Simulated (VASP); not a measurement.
Wanted: the native input for a VASP 6.6.1 run.

```
Task                   : single point
Functional             : PBEsol
Potentials or basis    : VASP PAW PBE potentials, release 64 (W_sv, C)
Cutoff                 : 520 eV
k mesh                 : 12 × 12 × 1
Occupations            : gaussian, width 0.1 eV
Spin                   : no spin polarisation
Dipole correction      : yes
Further INCAR settings : ALGO = Fast; EDIFF = 1e-06; NBANDS = 43
```

The structure of W4C3 lies in POSCAR:

```
W4C3
1.0
    2.8984136656      0.0000000000      0.0000000000
   -1.4492068328      2.5100998651      0.0000000000
    0.0000000000      0.0000000000     23.4828357183
W C
4 3
Direct
    0.0000000000      0.0000000000      0.3213482047
    0.0000000000      0.0000000000      0.4397308673
    0.0000000000      0.0000000000      0.5602691323
    0.0000000000      0.0000000000      0.6786517944
    0.6666666667      0.3333333333      0.3787826425
    0.6666666667      0.3333333333      0.5000000000
    0.6666666667      0.3333333333      0.6212173588
```

The cell isn't the ideal one: (0 0 1) slab, atoms relaxed.

One way to write it, as run:

INCAR

```
SYSTEM = W4C3
PREC     = Accurate       ! precision mode
ENCUT    = 520            ! plane-wave cutoff, eV
EDIFF    = 1E-6           ! SCF threshold, eV
ISMEAR   = 0              ! smearing method
SIGMA    = 0.1            ! smearing width, eV
LREAL    = .False.        ! projectors in reciprocal space
LASPH    = .True.         ! aspherical terms in the spheres
NELM     = 100            ! most SCF steps
ALGO     = Fast           ! electronic algorithm
ISIF     = 2              ! what is computed and relaxed
LWAVE    = .False.        ! write WAVECAR
LCHARG   = .False.        ! write CHGCAR
LDIPOL   = .True.       
IDIPOL   = 3            
DIPOL    = 0.5 0.5 0.500
GGA      = PS             ! functional
NBANDS   = 43             ! bands
```

KPOINTS

```
Automatic mesh
0
Gamma
  12 12 1
  0 0 0
```

Potentials or basis: VASP PAW PBE potentials, release 64 (W_sv, C).

The run is started by

```console
$ cat potpaw_PBE.64/W_sv/POTCAR potpaw_PBE.64/C/POTCAR > POTCAR
$ mpirun -np 1 vasp_std > vasp.out
```

It gave:

```json
{"Largest force": "0.066 eV/Å", "Band gap on the k mesh": "none (metal or under the smearing width)"}
```

Caveat: the PAW data sets were made with another functional, which shifts forces and pressure a little.

Wall time 2.4 min on 1 thread of Intel(R) Xeon(R) 6975P-C (Granite Rapids), with other jobs on the host, peak memory 0.37 GiB.
